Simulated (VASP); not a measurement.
Input of a VASP 6.6.1 run:

File INCAR:

```
SYSTEM = Ca
ALGO = Normal
EDIFF = 1E-6
ENCUT = 520
GGA = RP
ISIF = 2
ISMEAR = -1
LASPH = .TRUE.
LCHARG = .TRUE.
LELF = .TRUE.
LREAL = .FALSE.
LVHAR = .TRUE.
LWAVE = .FALSE.
NBANDS = 11
NELM = 80
PREC = Accurate
SIGMA = 0.1
```

Contents of KPOINTS:

```
k-points
0
G
  16 16 16
  0 0 0
```

Contents of POSCAR:

```
Ca
1.0
   -2.2317412791      2.2317412791      2.2317412791
    2.2317412791     -2.2317412791      2.2317412791
    2.2317412791      2.2317412791     -2.2317412791
Ca
1
Direct
    0.0000000000      0.0000000000      0.0000000000
```

Potentials or basis: VASP PAW PBE potentials, release 64 (Ca_sv).

The run is started by

```bash
$ cat potpaw_PBE.64/Ca_sv/POTCAR > POTCAR
$ mpirun -np 1 vasp_std > vasp.out
```

(1) Estimate the pressure.

(2) Estimate the band gap on the k mesh.

Results:

(1) 0.0 GPa.

(2) none (metal or under the smearing width).

Caveat: the PAW data sets were made with another functional, which shifts forces and pressure a little.
